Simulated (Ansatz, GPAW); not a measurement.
Given: the input of a run of Ansatz 0.2.0 on Co. 

input.yaml

```yaml
crystal:
  lattice:
    - [2.4719999032, 0.0, 0.0]
    - [-1.2359999516, 2.1408147143, 0.0]
    - [0.0, 0.0, 4.02114408]
  atoms:
    - { symbol: Co, position: [0.6666666667, 0.3333333333, 0.75], spin: 2.0 }
    - { symbol: Co, position: [0.3333333333, 0.6666666667, 0.25], spin: 2.0 }
kpoints:
  mp_grid: { grid: [12, 12, 7] }
scf:
  occupations: { method: gaussian, width: 0.014 }
hamiltonian:
  xc: pbe
  pseudopotentials: { kind: all_electron, lapw: { basis_error: 0.001 } }
magnetization:
  spin_polarized: true
output:
  forces: true
  stress: true
  eigenvalues: true
```

Potentials or basis: all-electron LAPW, scalar-relativistic.

Launch:

```console
$ ansatz run input.yaml --threads 2 --pin off --max-ram 6144MiB --backend cpu --events-out ev --progress --plain --runs-dir out
```

Task: Set up the same calculation for GPAW 26.7.0 (ASE script). Potentials or basis there: GPAW PAW data sets (gpaw-data 1.2.1), cutoff 600 eV.

Result: As run (cutoffs and basis follow the program's own potentials, and thresholds, step limits or extra output files can differ):

The input run.py:

```python
from ase.dft.bandgap import bandgap
from ase.io import read, write
from ase.units import GPa
from gpaw import GPAW, PW

atoms = read('POSCAR')
atoms.set_initial_magnetic_moments([2.0, 2.0])

calc = GPAW(mode=PW(600),
            xc='PBE',
            kpts={'size': (12, 12, 7), 'gamma': True},
            occupations={'name': 'methfessel-paxton', 'order': 0, 'width': 0.014},
            nbands=21,
            convergence={'density': 1e-05, 'energy': 1e-05},
            maxiter=150,
            txt='gpaw.txt')
atoms.calc = calc
energy = atoms.get_potential_energy()
forces = atoms.get_forces()
stress = atoms.get_stress()
calc.write('gs.gpw')
write('result.traj', atoms)
print(f'Energy: {energy:.6f} eV')
print('Forces (eV/A):')
print(forces.round(4))
print('Stress (GPa):', (stress / GPa).round(3))
print('Moments:', calc.get_magnetic_moments().round(3))
print('Fermi level:', round(calc.get_fermi_level(), 4), 'eV')
print(f'Gap: {bandgap(calc)[0]:.4f} eV, direct: {bandgap(calc, direct=True)[0]:.4f} eV')
```

File POSCAR:

```
Co
1.0
    2.4719999032      0.0000000000      0.0000000000
   -1.2359999516      2.1408147143      0.0000000000
    0.0000000000      0.0000000000      4.0211440800
Co
2
Direct
    0.6666666667      0.3333333333      0.7500000000
    0.3333333333      0.6666666667      0.2500000000
```

Potentials or basis: GPAW PAW data sets (gpaw-data 1.2.1), pw.

Command:

```sh
$ OMP_NUM_THREADS=1 python run.py
```

Both were run:

|  | Ansatz | GPAW |
| --- | --- | --- |
| Pressure | 4.6 GPa | 4.8 GPa |
| Net moment | 3.22 μB per cell | 3.22 μB per cell |

Where Ansatz's input types no cutoff or centring, it takes its own default and a Γ-centred mesh.

The magnetic state is the one that the start led to; the real crystal's order can differ.

Pressure is positive in compression.
